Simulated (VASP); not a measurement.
# Settings for CdTe: energy difference of two geometries

CdTe, F-43m (no. 216), 2 atoms in the cell. R2SCAN, energy difference of two geometries; PAW potentials Te, Cd (PBE set). VASP 6.6.1.

Wanted: energy difference within 2.5 meV/atom.

What the run is for: energy difference; Accuracy asked: screening; Second geometry: volume scaled by 0.94.

The series start from Plane-wave cutoff (eV): 360; k-point mesh: 6 × 6 × 6; Precision mode (PREC): Accurate; Electronic threshold (eV): 1e-6; Aspherical gradient terms in the spheres (LASPH): yes; Electronic algorithm: ALGO=Normal. Each series keeps the choices made before it, and each single choice may use up half of a tolerance. Times cover all steps of a run.

## Plane-wave cutoff (eV)

| Plane-wave cutoff (eV) | Energy difference (meV/atom) | Time (s) |
|---|---|---|
| 220 | 55.2 | 52 |
| 280 | 64.7 | 55 |
| 320 | 64.5 | 66 |
| 360 | 64.5 | 68 |
| 410 | 64.5 | 77 |
| 480 | 64.6 | 82 |
| 580 | 64.6 | 126 |
| 720 (reference) | 64.6 | 179 |

Chosen: 280, the loosest value from which every tighter one stays within half of the tolerance.

## k-point mesh

| k-point mesh | Energy difference (meV/atom) | Time (s) |
|---|---|---|
| 2 × 2 × 2 | 119.4 | 26 |
| 3 × 3 × 3 | 76.3 | 30 |
| 4 × 4 × 4 | 68.0 | 36 |
| 5 × 5 × 5 | 65.7 | 50 |
| 6 × 6 × 6 | 64.7 | 55 |
| 8 × 8 × 8 | 64.4 | 99 |
| 9 × 9 × 9 | 64.4 | 106 |
| 12 × 12 × 12 (reference) | 64.5 | 192 |

Chosen: 5 × 5 × 5.

## Precision mode (PREC)

| Precision mode (PREC) | Energy difference (meV/atom) | Time (s) |
|---|---|---|
| SingleN | 23.3 | 42 |
| Normal | 64.9 | 29 |
| Single | 64.8 | 38 |
| Accurate (reference) | 65.7 | 50 |

Chosen: Normal.

## Electronic threshold (eV)

| Electronic threshold (eV) | Energy difference (meV/atom) | Time (s) |
|---|---|---|
| 0.001 | 64.7 | 18 |
| 0.0001 | 64.9 | 23 |
| 1e-5 | 64.8 | 25 |
| 1e-6 | 64.9 | 29 |
| 1e-7 (reference) | 64.9 | 35 |

Chosen: 0.001.

## Aspherical gradient terms in the spheres (LASPH)

| Aspherical gradient terms in the spheres (LASPH) | Energy difference (meV/atom) | Time (s) |
|---|---|---|
| no | 64.9 | 10 |
| yes (reference) | 64.7 | 18 |

Chosen: no.

## Electronic algorithm

| Electronic algorithm | Energy difference (meV/atom) | Time (s) |
|---|---|---|
| ALGO=Normal | 64.9 | 10 |
| ALGO=Fast | 64.8 | 13 |
| ALGO=VeryFast | 65.1 | 17 |
| ALGO=All ISEARCH=1 | 65.1 | 10 |
| ALGO=All ISEARCH=0 | 65.1 | 10 |
| ALGO=Damped TIME=0.4 | 65.1 | 11 |
| ALGO=Damped TIME=0.1 | 64.8 | 12 |

Chosen: ALGO=Normal; no other choice that stays within half of the tolerance saves 30 % of the time.

## All choices together

| Input | Energy difference (meV/atom) | Time (s) |
|---|---|---|
| the program's defaults (naive) | 69.4 | 6.7 |
| chosen settings | 64.9 | 10 |
| reference settings throughout | 64.3 | 678 |

The tolerance is met.

## The input

INCAR:
```
SYSTEM = CdTe
METAGGA = R2SCAN ; ISMEAR = 0
SIGMA = 0.03 ; LWAVE = .FALSE.
LCHARG = .FALSE. ; ISIF = 2
PREC = Normal ; LASPH = .FALSE.
LREAL = .FALSE. ; ALGO = Normal
EDIFF = 0.001 ; NELM = 120
GGA_COMPAT = .FALSE. ; ENCUT = 280
EFERMI = MIDGAP ; LMIXTAU = .TRUE.
```

KPOINTS:
```
Automatic mesh
0
Gamma
  5 5 5
  0 0 0
```

POSCAR.step1:
```
CdTe
1.0
    0.0000000000      3.2050000000      3.2050000000
    3.2050000000      0.0000000000      3.2050000000
    3.2050000000      3.2050000000      0.0000000000
Te Cd
1 1
Direct
    0.7500000000      0.7500000000      0.7500000000
    0.0000000000      0.0000000000      0.0000000000
```

POSCAR.step2:
```
CdTe
1.0
    0.0000000000      3.1395734784      3.1395734784
    3.1395734784      0.0000000000      3.1395734784
    3.1395734784      3.1395734784      0.0000000000
Te Cd
1 1
Direct
    0.7500000000      0.7500000000      0.7500000000
    0.0000000000      0.0000000000      0.0000000000
```

Commands (each step's output is kept before the next begins):
```
cat potpaw_PBE.64/Te/POTCAR potpaw_PBE.64/Cd/POTCAR > POTCAR
cp POSCAR.step1 POSCAR
mpirun -np 1 vasp_std > vasp.out
cp POSCAR.step2 POSCAR
mpirun -np 1 vasp_std > vasp.out
```

The chosen input took VASP 6.6.1 10 s on 1 core (AMD EPYC 9R45 (Zen 5)), a shared host.

## An input that fails: smearing far too wide

It runs to its end, but against the unchanged starting input it is off by 7.6 meV/atom in the energy difference.

Changes against the starting input:
```
(all steps)
- ISMEAR = 0
- SIGMA = 0.03
- NELM = 120
+ ISMEAR = 1
+ SIGMA = 2.0
+ NELM = 96
```
